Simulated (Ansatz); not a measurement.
# CdSe: the cost of one run

Method: DFT PBE, scalar-relativistic, plane waves, PAW, in Ansatz 0.2.0.

## Step 1: The starting structure

The structure is tetragonal, space group P4/mmm (No. 123). Conventional cell: a = 3.707 Å, b = 3.707 Å, c = 4.123 Å, α = 90.00°, β = 90.00°, γ = 90.00°. Cd (site symmetry 4/mmm) has 2 Se at 2.06 Å as nearest neighbours. Around Se (site symmetry 4/mmm) lie 2 Cd at 2.06 Å.

Coordinates:

```xyz
2
Lattice="3.7072 0.0000 0.0000 0.0000 3.7072 0.0000 0.0000 0.0000 4.1227" Properties=species:S:1:pos:R:3 pbc="T T T"
Cd    0.0000    0.0000    0.0000
Se    0.0000    0.0000    2.0614
```

A structure generator made this guess: random cell by space group and Wyckoff sites (P4/mmm, No. 123). The dimensions are guesses.

## Step 2: Probe: one point on a coarse mesh

Contents of input.yaml:

```yaml
crystal:
  lattice:
    - [3.70715342, 0.0, 0.0]
    - [0.0, 3.70715342, 0.0]
    - [0.0, 0.0, 4.12271504]
  atoms:
    - { symbol: Cd, position: [0.0, 0.0, 0.0] }
    - { symbol: Se, position: [0.0, 0.0, 0.5] }
basis:
  ecutwfc: 420
kpoints:
  mp_grid: { grid: [6, 6, 4] }
hamiltonian:
  xc: pbe
scf:
  occupations: { method: gaussian, width: 0.1 }
  lower_state_search: "off"
output:
  forces: true
  stress: true
  eigenvalues: true
```

Started as:

```sh
$ ansatz run input.yaml --threads 1 --pin off --max-ram 2560MiB --backend cpu --events-out ev --progress --plain --runs-dir out
```

**Question.** How long does this run take on 1 thread of Intel Xeon Platinum 8488C (Sapphire Rapids), shared host, and how much memory does it need?

About 1.6 s, with a peak of 0.39 GiB.
